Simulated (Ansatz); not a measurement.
**Pd (diamond): energy against volume**

Theory: DFT, PBE, plane waves (420 eV) with PAW, scalar-relativistic (Ansatz).

The cell is scaled uniformly from the relaxed one, with fractional coordinates and shape fixed. Energies are extrapolated to zero smearing, pressures are those at the given smearing. Magnetic state: spin not included.

A Birch-Murnaghan fit gives V₀ = 24.51 Å³/atom, B₀ = 66 GPa, B₀′ = 5.3.

Question: What are the energy above the minimum and the pressure at 21.583 Å³/atom?

Answer: 93.6 meV/atom and 11.90 GPa as computed.

Question: What are the energy above the minimum and the pressure at 22.564 Å³/atom?

Answer: 37.8 meV/atom and 6.91 GPa as computed.

Question: What are the energy above the minimum and the pressure at 25.508 Å³/atom?

Answer: 7.6 meV/atom and -2.28 GPa as computed.
